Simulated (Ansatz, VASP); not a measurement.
One calculation of V, two programs

INCAR

```
  PREC = Accurate
  ENCUT = 520
  EDIFF = 1E-7
  ISMEAR = -1
  SIGMA = 0.1
  LREAL = False
  LASPH = True
  NELM = 100
  ALGO = Normal
  ISIF = 2
  LWAVE = False
  LCHARG = True
  GGA = B5
  ALDAX = 1.0
  AGGAX = 1.0
  AGGAC = 1.0
  ALDAC = 0.0
  LELF = True
  LVHAR = True
  NBANDS = 26
```

KPOINTS

```
Automatic mesh
0
Gamma
  9 9 15
```

POSCAR

```
V
1.0
    4.6828913724      0.0000000000      0.0000000000
   -2.3414456862      4.0555028916      0.0000000000
    0.0000000000      0.0000000000      2.4933929845
V
3
Direct
    1.0000000000      1.0000000000      0.0000000000
    0.3333333333      0.6666666667      0.5000000000
    0.6666666667      0.3333333333      0.5000000000
```

Input for Ansatz:

```yaml
crystal:
  lattice:
    - [4.6828913724, 0.0, 0.0]
    - [-2.3414456862, 4.0555028916, 0.0]
    - [0.0, 0.0, 2.4933929845]
  atoms:
    - { symbol: V, position: [1.0, 1.0, 0.0] }
    - { symbol: V, position: [0.3333333333, 0.6666666667, 0.5] }
    - { symbol: V, position: [0.6666666667, 0.3333333333, 0.5] }
hamiltonian:
  xc: blyp
  pseudopotentials:
    kind: paw
    azcp:
      V: "pseudopotentials/V.paw.azcp"
basis:
  ecutwfc: 420
  fft_grid_basis: typed
kpoints:
  mp_grid: { grid: [9, 9, 15], shift: [0, 0, 0] }
magnetization:
  spin_polarized: false
scf:
  occupations: { method: fermi_dirac, width: 0.1 }
  lower_state_search: "off"
output:
  stress: true
```

Alike in both runs: task single point; functional BLYP; k mesh 9 × 9 × 15; occupations fermi-dirac, width 0.1 eV; no spin polarisation.

```csv
,VASP,Ansatz
version,VASP 6.6.1,Ansatz 0.2.0
potentials or method,"VASP PAW PBE potentials, release 64 (V_sv)","plane waves (420 eV) with PAW, scalar-relativistic"
plane-wave cutoff (eV),520,420
valence electrons in the cell,39,39
```

Ansatz gave:

```
pressure (GPa)                                  : -14.6
largest component of the traceless stress (GPa) : 0.25
```

Task: Estimate VASP's values.

Result: Pressure (GPa): -14.4; largest component of the traceless stress (GPa): 0.21.

Caveats: the PAW data sets were made with another functional, which shifts forces and pressure a little (VASP).
